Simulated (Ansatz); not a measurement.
# SiO2: the cell at several levels of theory, part 2 of 3

The system is SiO2 (rutile host), a generated structure that needn't be the ground state.

Ansatz 0.2.0, plane waves.

## 3. r2SCAN: cell and atoms

The cell of step 2 is the starting point.

File input.yaml:

```yaml
crystal:
  lattice:
    - [4.236548798, 0.0, 0.0]
    - [0.0, 4.236548798, 0.0]
    - [0.0, 0.0, 2.6903537129]
  atoms:
    - { symbol: Si, position: [0.5, 0.5, 0.5] }
    - { symbol: Si, position: [0.0, 0.0, 0.0] }
    - { symbol: O, position: [0.1929995018, 0.8070004982, 0.5] }
    - { symbol: O, position: [0.8070004982, 0.1929995018, 0.5] }
    - { symbol: O, position: [0.3070004982, 0.3070004982, 0.0] }
    - { symbol: O, position: [0.6929995018, 0.6929995018, 0.0] }
kpoints:
  mp_grid: { grid: [6, 6, 8] }
hamiltonian:
  xc: r2scan
scf:
  occupations: { method: fermi_dirac, width: 0.02 }
relax:
  f_tol: 0.005
  cell: {}
```

Launch:

```sh
> ansatz run input.yaml --threads 2 --pin off --max-ram 20275MiB --backend cpu --events-out ev --progress --plain --runs-dir out
```

Output:

```text
Engine: ansatz 0.2.0, x86_64-unknown-linux-gnu
Pseudopotentials: kind: paw
Pseudopotential: Si, paw, valence charge 4, recommended cutoff 500 eV (meta_gga), Si.paw.azcp
Pseudopotential: O, paw, valence charge 6, recommended cutoff 500 eV (meta_gga), O.paw.azcp
Functional definition: r2SCAN
  parameter k0 = 0.174
  parameter k1 = 0.065
  parameter a1 = 4.9479
  exchange = r2scan_x(k0 = k0, k1 = k1, a1 = a1)
  correlation = r2scan_c
Crystal: 6 atoms, lattice volume = 48.287 Å³
Basis set: ecut = 500 eV, 1201 PW (Γ), exchange–correlation on 128×128×80 points (64 copies of the dense FFT grid, shifted against one another)
Bands: 22, of which v1, the nominal top of the filled ones, is band 16 counted from 1 (15 counted from 0)
Symmetry: 16 space group operations
Space group: P42/mnm (ITA 136), of the structure as read, at distance tolerance 3.6e-5 Å
k-points: 50 of 288
Non-local potential: Si, projectors of the file, l = 0: 2, l = 1: 2, l = 2: 2
Non-local potential: O, projectors of the file, l = 0: 2, l = 1: 2, l = 2: 1
PAW form: soft (Blöchl's): semilocal exchange-correlation on the pseudo side does not see the compensation charge
PAW frozen core: Si, regenerated for the run's functional (the file was generated under x = pbe(κ = 0.804, μ = 0.2195149727645171), c = pbe(β = 0.06672455060314922))
PAW frozen core: O, regenerated for the run's functional (the file was generated under x = pbe(κ = 0.804, μ = 0.2195149727645171), c = pbe(β = 0.06672455060314922))
PAW one-centre angular grid: Si, 302 points (default); XC on 160 Gauss nodes
PAW one-centre angular grid: O, 302 points (default); XC on 160 Gauss nodes
Initial density: superposition of atomic densities (neutral atoms: chi_scale 0, normalization atom), corrected by the library's trained network
Initial wavefunctions: pseudopotential atomic-orbital guess
Functional: x = r2scan, c = r2scan; τ floored in thin density (d = 2e-4 eV/Å³)
SCF iter   1: F=—  HF=-3559.011846 eV  |F-HF|=—  |Δ(HF+E_count)|=         —  Δρ=1.13e-2  dr2=5.79e-2  dr2_τ=4.79e-1  ethr=1.77e-3  ⟨swp⟩=6.2  Hψ=6084  notcnv=0
preconditioner: auto → none  [insulator: Δε(μ)=5.925 eV  Ē_g=19.714 eV  σ=0.020 eV  W_gap=1.00  n_scr=10 (ndim 8)  ℏωp=30.2 eV  f_vac=0.000  D(μ)=0.00/eV (n_scr^D=0)  ε∞_Penn≈3.4]
SCF iter   2: F=—  HF=-3559.290330 eV  |F-HF|=—  |Δ(HF+E_count)|=   2.78e-1  Δρ=6.33e-3  dr2=7.37e-3  dr2_τ=1.52e-3  ethr=1.81e-4  ⟨swp⟩=3.0  Hψ=2706  notcnv=0  defer=87
SCF iter   3: F=—  HF=-3559.291132 eV  |F-HF|=—  |Δ(HF+E_count)|=   8.02e-4  Δρ=1.84e-3  dr2=6.82e-4  dr2_τ=1.11e-4  ethr=2.30e-5  ⟨swp⟩=3.0  Hψ=1930  notcnv=0  defer=37
automatic band count: iteration 3 solves 21 bands in place of 22: the levels show a gap, and the empty bands left out lie too high to hold charge; the band table lists the bands solved (type scf.n_extra_bands for more)
SCF iter   4: F=—  HF=-3559.291182 eV  |F-HF|=—  |Δ(HF+E_count)|=   5.09e-5  Δρ=2.42e-4  dr2=1.75e-5  dr2_τ=1.83e-6  ethr=2.13e-6  ⟨swp⟩=2.0  Hψ=1708  notcnv=0  defer=37
SCF iter   5: F=—  HF=-3559.291179 eV  |F-HF|=—  |Δ(HF+E_count)|=   3.27e-6  Δρ=9.12e-5  dr2=3.28e-6  dr2_τ=1.81e-7  ethr=5.46e-8  ⟨swp⟩=2.0  Hψ=1678  notcnv=0  defer=37
SCF iter   6: F=—  HF=-3559.291179 eV  |F-HF|=—  |Δ(HF+E_count)|=   1.89e-7  Δρ=2.71e-5  dr2=2.81e-7  dr2_τ=7.19e-9  ethr=1.02e-8  ⟨swp⟩=2.9  Hψ=1942  notcnv=0  defer=37
SCF iter   7: F=-3559.291179 eV  HF=-3559.291179 eV  |F-HF|=1.76e-10  |Δ(HF+E_count)|=   1.60e-8  Δρ=1.73e-6  dr2=9.85e-10  dr2_τ=1.15e-10  ethr=3.13e-10  ⟨swp⟩=4.9  Hψ=3911  notcnv=0
SCF 1 converged in 7 iterations: F = -3559.291179 eV  dr2 = 9.85e-10
relax step   1: F+E_penalty+E_count = -3559.29117940 eV  Δ(F+E_penalty+E_count) = +0.000e0 eV  max|allowed force component| = 6.324e-2 eV/Å  Δτ_max = 0.0000 Å  P = -9.554 GPa  Ω = 48.287 Å³  (7 SCF iters, dr2 threshold 1.00e-7 eV, accepted)
Crystal: 6 atoms, lattice volume = 47.606 Å³
Basis set: ecut = 500 eV, 1185 PW (Γ), exchange–correlation on 128×128×80 points (64 copies of the dense FFT grid, shifted against one another)
Initial density: handed on by an earlier stage of this run
Initial wavefunctions: those handed on with the density
iter 1 solved again at ethr=1.40e-5 eV; its pass at ethr=3.10e-3 eV (dr2=4.49e-3 eV) is discarded
SCF iter   1: F=—  HF=-3559.320386 eV  |F-HF|=—  |Δ(HF+E_count)|=         —  Δρ=3.17e-3  dr2=3.78e-3  dr2_τ=6.17e-3  ethr=1.40e-5  ⟨swp⟩=2.4  Hψ=5580  notcnv=0
automatic band count: iteration 1 solves 19 bands in place of 22: the levels show a gap, and the empty bands left out lie too high to hold charge; the band table lists the bands solved (type scf.n_extra_bands for more)
preconditioner: auto → none  [insulator: Δε(μ)=6.220 eV  Ē_g=18.445 eV  σ=0.020 eV  W_gap=1.00  n_scr=10 (ndim 8)  ℏωp=30.4 eV  f_vac=0.000  D(μ)=0.00/eV (n_scr^D=0)  ε∞_Penn≈3.7]
SCF iter   2: F=—  HF=-3559.323086 eV  |F-HF|=—  |Δ(HF+E_count)|=   2.70e-3  Δρ=9.55e-4  dr2=2.06e-4  dr2_τ=9.90e-5  ethr=1.18e-5  ⟨swp⟩=2.0  Hψ=1871  notcnv=0
SCF iter   3: F=—  HF=-3559.323110 eV  |F-HF|=—  |Δ(HF+E_count)|=   2.39e-5  Δρ=3.98e-4  dr2=4.14e-5  dr2_τ=3.35e-6  ethr=6.43e-7  ⟨swp⟩=2.9  Hψ=1811  notcnv=0
SCF iter   4: F=—  HF=-3559.323116 eV  |F-HF|=—  |Δ(HF+E_count)|=   6.50e-6  Δρ=7.31e-5  dr2=1.08e-6  dr2_τ=2.05e-7  ethr=1.29e-7  ⟨swp⟩=3.0  Hψ=1745  notcnv=0
SCF iter   5: F=-3559.323116 eV  HF=-3559.323116 eV  |F-HF|=7.75e-10  |Δ(HF+E_count)|=   1.23e-7  Δρ=8.51e-6  dr2=2.28e-8  dr2_τ=2.50e-9  ethr=1.87e-9  ⟨swp⟩=5.0  Hψ=3982  notcnv=0
SCF 2 converged in 5 iterations: F = -3559.323116 eV  dr2 = 2.28e-8
relax step   2: F+E_penalty+E_count = -3559.32311635 eV  Δ(F+E_penalty+E_count) = -3.194e-2 eV  max|allowed force component| = 7.509e-4 eV/Å  Δτ_max = 0.0008 Å  P = -5.370 GPa  Ω = 47.606 Å³  energy of the carried Pulay correction = +4.677e-4 eV  (5 SCF iters, dr2 threshold 6.00e-7 eV, accepted)
Crystal: 6 atoms, lattice volume = 46.714 Å³
Basis set: ecut = 500 eV, 1177 PW (Γ), exchange–correlation on 128×128×80 points (64 copies of the dense FFT grid, shifted against one another)
iter 1 solved again at ethr=1.99e-5 eV; its pass at ethr=3.10e-3 eV (dr2=6.37e-3 eV) is discarded
SCF iter   1: F=—  HF=-3559.333366 eV  |F-HF|=—  |Δ(HF+E_count)|=         —  Δρ=4.38e-3  dr2=6.93e-3  dr2_τ=1.29e-2  ethr=1.99e-5  ⟨swp⟩=1.7  Hψ=5705  notcnv=0
automatic band count: iteration 1 solves 19 bands in place of 22: the levels show a gap, and the empty bands left out lie too high to hold charge; the band table lists the bands solved (type scf.n_extra_bands for more)
preconditioner: auto → none  [insulator: Δε(μ)=6.540 eV  Ē_g=18.756 eV  σ=0.020 eV  W_gap=1.00  n_scr=10 (ndim 8)  ℏωp=30.7 eV  f_vac=0.000  D(μ)=0.00/eV (n_scr^D=0)  ε∞_Penn≈3.7]
SCF iter   2: F=—  HF=-3559.338077 eV  |F-HF|=—  |Δ(HF+E_count)|=   4.71e-3  Δρ=1.35e-3  dr2=3.85e-4  dr2_τ=1.92e-4  ethr=1.99e-5  ⟨swp⟩=2.2  Hψ=1890  notcnv=0
SCF iter   3: F=—  HF=-3559.338124 eV  |F-HF|=—  |Δ(HF+E_count)|=   4.76e-5  Δρ=5.63e-4  dr2=7.90e-5  dr2_τ=7.09e-6  ethr=1.20e-6  ⟨swp⟩=2.9  Hψ=1818  notcnv=0
SCF iter   4: F=—  HF=-3559.338136 eV  |F-HF|=—  |Δ(HF+E_count)|=   1.18e-5  Δρ=9.20e-5  dr2=1.69e-6  dr2_τ=2.69e-7  ethr=2.47e-7  ⟨swp⟩=3.0  Hψ=1746  notcnv=0
SCF iter   5: F=-3559.338136 eV  HF=-3559.338136 eV  |F-HF|=1.46e-8  |Δ(HF+E_count)|=   2.19e-7  Δρ=1.20e-5  dr2=5.17e-8  dr2_τ=5.36e-9  ethr=1.87e-9  ⟨swp⟩=5.0  Hψ=4105  notcnv=0
SCF 3 converged in 5 iterations: F = -3559.338136 eV  dr2 = 5.17e-8
relax step   3: F+E_penalty+E_count = -3559.33813583 eV  Δ(F+E_penalty+E_count) = -1.502e-2 eV  max|allowed force component| = 2.607e-2 eV/Å  Δτ_max = 0.0034 Å  P = +0.372 GPa  Ω = 46.714 Å³  energy of the carried Pulay correction = +1.090e-3 eV  (5 SCF iters, dr2 threshold 6.00e-7 eV, accepted)
Crystal: 6 atoms, lattice volume = 46.740 Å³
iter 1 solved again at ethr=3.09e-7 eV; its pass at ethr=3.10e-3 eV (dr2=9.90e-5 eV) is discarded
SCF iter   1: F=—  HF=-3559.338298 eV  |F-HF|=—  |Δ(HF+E_count)|=         —  Δρ=5.38e-4  dr2=1.03e-4  dr2_τ=4.90e-4  ethr=3.09e-7  ⟨swp⟩=2.6  Hψ=5634  notcnv=0
automatic band count: iteration 1 solves 19 bands in place of 22: the levels show a gap, and the empty bands left out lie too high to hold charge; the band table lists the bands solved (type scf.n_extra_bands for more)
preconditioner: auto → none  [insulator: Δε(μ)=6.516 eV  Ē_g=18.723 eV  σ=0.020 eV  W_gap=1.00  n_scr=10 (ndim 8)  ℏωp=30.7 eV  f_vac=0.000  D(μ)=0.00/eV (n_scr^D=0)  ε∞_Penn≈3.7]
SCF iter   2: F=—  HF=-3559.338276 eV  |F-HF|=—  |Δ(HF+E_count)|=   2.17e-5  Δρ=2.11e-4  dr2=1.07e-5  dr2_τ=1.16e-6  ethr=3.09e-7  ⟨swp⟩=2.1  Hψ=1580  notcnv=0
SCF iter   3: F=-3559.338275 eV  HF=-3559.338275 eV  |F-HF|=1.20e-8  |Δ(HF+E_count)|=   1.36e-6  Δρ=5.61e-5  dr2=4.68e-7  dr2_τ=9.14e-8  ethr=1.87e-9  ⟨swp⟩=3.6  Hψ=4437  notcnv=0
SCF 4 converged in 3 iterations: F = -3559.338275 eV  dr2 = 4.68e-7
relax step   4: F+E_penalty+E_count = -3559.33827475 eV  Δ(F+E_penalty+E_count) = -1.389e-4 eV  max|allowed force component| = 7.741e-3 eV/Å  Δτ_max = 0.0015 Å  P = +0.007 GPa  Ω = 46.740 Å³  energy of the carried Pulay correction = +1.071e-3 eV  (3 SCF iters, dr2 threshold 6.00e-7 eV, accepted)
Crystal: 6 atoms, lattice volume = 46.742 Å³
iter 1 solved again at ethr=7.87e-9 eV; its pass at ethr=3.10e-3 eV (dr2=2.52e-6 eV) is discarded
SCF iter   1: F=—  HF=-3559.338288 eV  |F-HF|=—  |Δ(HF+E_count)|=         —  Δρ=1.10e-4  dr2=3.08e-6  dr2_τ=1.89e-5  ethr=7.87e-9  ⟨swp⟩=2.9  Hψ=5861  notcnv=0
automatic band count: iteration 1 solves 19 bands in place of 22: the levels show a gap, and the empty bands left out lie too high to hold charge; the band table lists the bands solved (type scf.n_extra_bands for more)
preconditioner: auto → none  [insulator: Δε(μ)=6.514 eV  Ē_g=18.722 eV  σ=0.020 eV  W_gap=1.00  n_scr=10 (ndim 8)  ℏωp=30.7 eV  f_vac=0.000  D(μ)=0.00/eV (n_scr^D=0)  ε∞_Penn≈3.7]
SCF iter   2: F=—  HF=-3559.338289 eV  |F-HF|=—  |Δ(HF+E_count)|=   1.34e-6  Δρ=4.54e-5  dr2=4.06e-7  dr2_τ=2.44e-8  ethr=7.87e-9  ⟨swp⟩=2.1  Hψ=1713  notcnv=0
SCF iter   3: F=-3559.338289 eV  HF=-3559.338289 eV  |F-HF|=2.05e-8  |Δ(HF+E_count)|=   1.13e-8  Δρ=1.36e-5  dr2=4.72e-8  dr2_τ=1.01e-8  ethr=2.37e-10  ⟨swp⟩=5.0  Hψ=3987  notcnv=0
SCF 5 converged in 3 iterations: F = -3559.338289 eV  dr2 = 4.72e-8
relax step   5: F+E_penalty+E_count = -3559.33828896 eV  Δ(F+E_penalty+E_count) = -1.421e-5 eV  max|allowed force component| = 1.930e-3 eV/Å  Δτ_max = 0.0003 Å  P = +0.004 GPa  Ω = 46.742 Å³  energy of the carried Pulay correction = +1.070e-3 eV  (3 SCF iters, dr2 threshold 7.59e-8 eV, accepted)
Initial wavefunctions: pseudopotential atomic-orbital guess (no wavefunctions were taken with the density)
iter 1 solved again at ethr=1.26e-7 eV; its pass at ethr=3.10e-3 eV (dr2=4.02e-5 eV) is discarded
SCF iter   1: F=—  HF=-3559.337026 eV  |F-HF|=—  |Δ(HF+E_count)|=         —  Δρ=1.30e-4  dr2=7.75e-7  dr2_τ=3.05e-6  ethr=1.26e-7  ⟨swp⟩=3.0  Hψ=9260  notcnv=0
preconditioner: auto → none  [insulator: Δε(μ)=6.514 eV  Ē_g=20.136 eV  σ=0.020 eV  W_gap=1.00  n_scr=10 (ndim 8)  ℏωp=30.7 eV  f_vac=0.000  D(μ)=0.00/eV (n_scr^D=0)  ε∞_Penn≈3.3]
SCF iter   2: F=—  HF=-3559.337027 eV  |F-HF|=—  |Δ(HF+E_count)|=   1.54e-6  Δρ=6.50e-5  dr2=1.88e-7  dr2_τ=2.35e-7  ethr=2.42e-9  ⟨swp⟩=2.3  Hψ=1824  notcnv=0
SCF iter   3: F=—  HF=-3559.337028 eV  |F-HF|=—  |Δ(HF+E_count)|=   3.93e-7  Δρ=1.66e-6  dr2=2.74e-10  dr2_τ=2.57e-10  ethr=5.88e-10  ⟨swp⟩=2.8  Hψ=1985  notcnv=0
SCF iter   4: F=-3559.337028 eV  HF=-3559.337028 eV  |F-HF|=7.28e-12  |Δ(HF+E_count)|=  8.99e-10  Δρ=3.39e-7  dr2=2.45e-11  dr2_τ=7.47e-12  ethr=1.00e-12  ⟨swp⟩=5.0  Hψ=4248  notcnv=0
SCF 6 converged in 4 iterations: F = -3559.337028 eV  dr2 = 2.45e-11
relax step   6: F+E_penalty+E_count = -3559.33702770 eV  Δ(F+E_penalty+E_count) = +1.261e-3 eV  max|allowed force component| = 2.135e-3 eV/Å  Δτ_max = 0.0000 Å  P = +0.041 GPa  Ω = 46.742 Å³  stress off target by 5.14e-2 GPa  SCF on the basis re-selected at this cell (its energy is not comparable with the rows above)  (4 SCF iters)
basis re-selected at this cell: Δ(F+E_penalty+E_count) = +1.261e-3 eV, ΔP = +0.037 GPa vs the last step (what re-selecting the basis moved, of the pressure what is left beyond the Pulay correction that the steps carried, after the strain that the cell walked since its last selection, with what the two solves' SCF thresholds leave and, on support functions, any second-order correction that the steps lacked; it is no measure of the basis error at this ecutwfc). This SCF's stress stands 5.14e-2 GPa from its target on what of the cell is left free (relax.cell.stress_tol is 5.00e-2 GPa) and its largest allowed force component is 2.14e-3 eV/Å (relax.f_tol is 5.00e-3 eV/Å): not within both, so this SCF does not close the relaxation
Crystal: 6 atoms, lattice volume = 46.747 Å³
iter 1 solved again at ethr=1.32e-9 eV; its pass at ethr=3.10e-3 eV (dr2=4.24e-7 eV) is discarded
SCF iter   1: F=—  HF=-3559.337025 eV  |F-HF|=—  |Δ(HF+E_count)|=         —  Δρ=3.30e-5  dr2=3.73e-7  dr2_τ=9.82e-7  ethr=1.32e-9  ⟨swp⟩=2.0  Hψ=5599  notcnv=0
automatic band count: iteration 1 solves 19 bands in place of 22: the levels show a gap, and the empty bands left out lie too high to hold charge; the band table lists the bands solved (type scf.n_extra_bands for more)
preconditioner: auto → none  [insulator: Δε(μ)=6.512 eV  Ē_g=18.721 eV  σ=0.020 eV  W_gap=1.00  n_scr=10 (ndim 8)  ℏωp=30.7 eV  f_vac=0.000  D(μ)=0.00/eV (n_scr^D=0)  ε∞_Penn≈3.7]
SCF iter   2: F=—  HF=-3559.337025 eV  |F-HF|=—  |Δ(HF+E_count)|=   1.94e-7  Δρ=1.12e-5  dr2=2.46e-8  dr2_τ=7.15e-9  ethr=1.17e-9  ⟨swp⟩=2.0  Hψ=1707  notcnv=0
SCF iter   3: F=-3559.337025 eV  HF=-3559.337025 eV  |F-HF|=3.06e-10  |Δ(HF+E_count)|=   1.09e-9  Δρ=4.18e-6  dr2=3.13e-9  dr2_τ=4.53e-10  ethr=2.06e-11  ⟨swp⟩=4.9  Hψ=3770  notcnv=0
SCF 7 converged in 3 iterations: F = -3559.337025 eV  dr2 = 3.13e-9
relax step   7: F+E_penalty+E_count = -3559.33702486 eV  Δ(F+E_penalty+E_count) = +2.839e-6 eV  max|allowed force component| = 1.347e-5 eV/Å  Δτ_max = 0.0001 Å  P = +0.001 GPa  Ω = 46.747 Å³  energy of the carried Pulay correction = -4.042e-6 eV  (3 SCF iters, dr2 threshold 6.60e-9 eV, accepted)
iter 1 solved again at ethr=1.30e-7 eV; its pass at ethr=3.10e-3 eV (dr2=4.15e-5 eV) is discarded
SCF iter   1: F=—  HF=-3559.337034 eV  |F-HF|=—  |Δ(HF+E_count)|=         —  Δρ=4.44e-6  dr2=4.33e-9  dr2_τ=1.06e-9  ethr=1.30e-7  ⟨swp⟩=3.0  Hψ=9257  notcnv=0
eigensolver tolerance schedule: the retry pair's looser diagonalisation over-reported the residual by 9578.45 of it (diagonalisation noise at 0.67 of the residual, at the tolerance the schedule requests for it); recorded, not acted on — ethr = c·dr2/N_el stays at c = 1.0e-1
preconditioner: auto → none  [insulator: Δε(μ)=6.512 eV  Ē_g=20.134 eV  σ=0.020 eV  W_gap=1.00  n_scr=10 (ndim 8)  ℏωp=30.7 eV  f_vac=0.000  D(μ)=0.00/eV (n_scr^D=0)  ε∞_Penn≈3.3]
SCF iter   2: F=—  HF=-3559.337034 eV  |F-HF|=—  |Δ(HF+E_count)|=   3.37e-7  Δρ=2.63e-6  dr2=9.77e-10  dr2_τ=3.59e-10  ethr=1.35e-11  ⟨swp⟩=3.2  Hψ=2362  notcnv=0
SCF iter   3: F=—  HF=-3559.337034 eV  |F-HF|=—  |Δ(HF+E_count)|=  1.73e-10  Δρ=1.05e-6  dr2=1.56e-10  dr2_τ=3.61e-11  ethr=3.05e-12  ⟨swp⟩=2.1  Hψ=1724  notcnv=0
SCF iter   4: F=-3559.337034 eV  HF=-3559.337034 eV  |F-HF|=4.55e-12  |Δ(HF+E_count)|=  1.11e-10  Δρ=1.85e-7  dr2=9.86e-12  dr2_τ=1.32e-12  ethr=1.00e-12  ⟨swp⟩=4.0  Hψ=3679  notcnv=0
SCF 8 converged in 4 iterations: F = -3559.337034 eV  dr2 = 9.86e-12
relax step   8: F+E_penalty+E_count = -3559.33703391 eV  Δ(F+E_penalty+E_count) = -9.044e-6 eV  max|allowed force component| = 7.319e-6 eV/Å  Δτ_max = 0.0000 Å  P = +0.000 GPa  Ω = 46.747 Å³  stress off target by 1.49e-4 GPa  SCF on the basis re-selected at this cell (its energy is not comparable with the rows above)  (4 SCF iters)
basis re-selected at this cell: Δ(F+E_penalty+E_count) = -9.044e-6 eV, ΔP = -0.000 GPa vs the last step (what re-selecting the basis moved, of the pressure what is left beyond the Pulay correction that the steps carried, after the strain that the cell walked since its last selection, with what the two solves' SCF thresholds leave and, on support functions, any second-order correction that the steps lacked; it is no measure of the basis error at this ecutwfc). This SCF's stress stands 1.49e-4 GPa from its target on what of the cell is left free (relax.cell.stress_tol is 5.00e-2 GPa) and its largest allowed force component is 7.32e-6 eV/Å (relax.f_tol is 5.00e-3 eV/Å): within both
SCF converged after 4 iterations
Free energy (F): -3559.337034 eV
Harris-Foulkes:  -3559.337034 eV  (|F-HF|=4.55e-12)
Internal energy: -3559.337034 eV  (E = F + TS)
E sigma→0 (E₀):  -3559.337034 eV
Fermi energy:    13.373311 eV
--- Per-component energies (eV) ---
  E_band       = 42.576257
  E_kinetic    = 820.125647
  E_local      = -1224.615423  (includes V_loc(G=0)·N_el)
  E_nonlocal   = 231.723953
  E_hartree    = 437.783915
  E_xc         = -404.026904
  E_vxc        = -533.686511  (∫ρ·V_xc dr)
  E_paw        = -1683.068478  (= ΣΔE_a)
  E_vpaw       = -158.448283  (= ΣTr[D̂ρ^β])
  E_aug_tail   = 0.004655  (compensation charges beyond the density's cutoff)
  E_vtau       = 31.904272  (kinetic-family band-sum trace: ∫τ·v_τ [+ j·A + Jᵃ·Aᵃ] dr)
  E_ewald      = -1736.983769
  E_core_change = -0.280630  (= ΣΔE_core)
  E_smearing   = -0.000000  (= −TS)
  E_closure    = 0.000000  (closes the sum)
  Σ components = -3559.337034   (vs F -3559.337034, Δ=0.00e0)
--- Forces (eV/Å), atoms counted from 1 ---
  atom   1  Si     0.00000000     0.00000000     0.00000000
  atom   2  Si    -0.00000000     0.00000000     0.00000000
  atom   3  O      0.00000732    -0.00000732     0.00000000
  atom   4  O     -0.00000732     0.00000732    -0.00000000
  atom   5  O     -0.00000732    -0.00000732     0.00000000
  atom   6  O      0.00000732     0.00000732    -0.00000000
  max |Σ_I F_I| component: 2.17e-18 eV/Å
--- Stress (GPa, compression-positive) ---
        0.000149      -0.000000      -0.000000
       -0.000000       0.000149       0.000000
       -0.000000       0.000000       0.000085
  P = ⅓ Tr σ = 0.0001 GPa (0.001 kbar)
--- Relaxed structure (6 steps of the walk, 6 accepted, 2 SCFs on fresh bases) ---
  F+E_penalty+E_count = -3559.33703391 eV   max|allowed force component| = 7.319e-6 eV/Å   (the final SCF, on the basis selected at the relaxed cell)
  cell:  # Å, volume = 46.7469 Å³
    - [4.185190928136746, 2.240653815474319e-34, -8.367450680665545e-34]
    - [2.240653815474319e-34, 4.185190928136746, -4.166215688147561e-34]
    - [-3.890724639467332e-34, -2.645689777169898e-34, 2.668838833059099]
  atoms:
    - { symbol: Si, position: [0.5, 0.5, 0.5000000000000001] }
    - { symbol: Si, position: [8.263965983279944e-21, -3.732113669868405e-21, -5.520345371098044e-35] }
    - { symbol: O, position: [0.19389888596966917, 0.8061011140303308, 0.5000000000000001] }
    - { symbol: O, position: [0.8061011140303308, 0.19389888596966917, 0.5000000000000001] }
    - { symbol: O, position: [0.3061011140303309, 0.3061011140303309, -1.0295795040754142e-34] }
    - { symbol: O, position: [0.6938988859696693, 0.6938988859696693, 1.4759490032855494e-34] }
```

Wall time 13 s (2 threads of AMD EPYC 7R13 (Zen 3), shared host); peak memory 0.48 GiB.

Ionic steps:

```
step  energy change (meV/atom)  largest force (eV/Å)  pressure (GPa)  volume (Å³/atom)
   1                       0.0                0.0632           -9.55             8.048
   2                      -5.3                0.0008           -5.37             7.934
   3                      -7.8                0.0261            0.37             7.786
   4                      -7.8                0.0077            0.01             7.790
   5                      -7.9                0.0019            0.00             7.790
   6                      -7.6                0.0021            0.04             7.790
   7                      -7.6                0.0000            0.00             7.791
   8                      -7.6                0.0000            0.00             7.791
```

Step 6 solves the same cell on a plane-wave basis chosen anew, so the energy can jump there without a move.

The table lists every geometry solved, with passes on a fresh basis, whose energies don't compare exactly with the rows above.

|  | before | after | change |
| --- | --- | --- | --- |
| a (Å) | 4.237 | 4.185 | -1.21 % |
| c (Å) | 2.690 | 2.669 | -0.80 % |
| volume (Å³/atom) | 8.048 | 7.791 | -3.19 % |
| shortest distance (Å) | 1.774 | 1.760 | -0.78 % |
| space group | P4_2/mnm | P4_2/mnm | same |

(Part 2 of 3 ends here.)
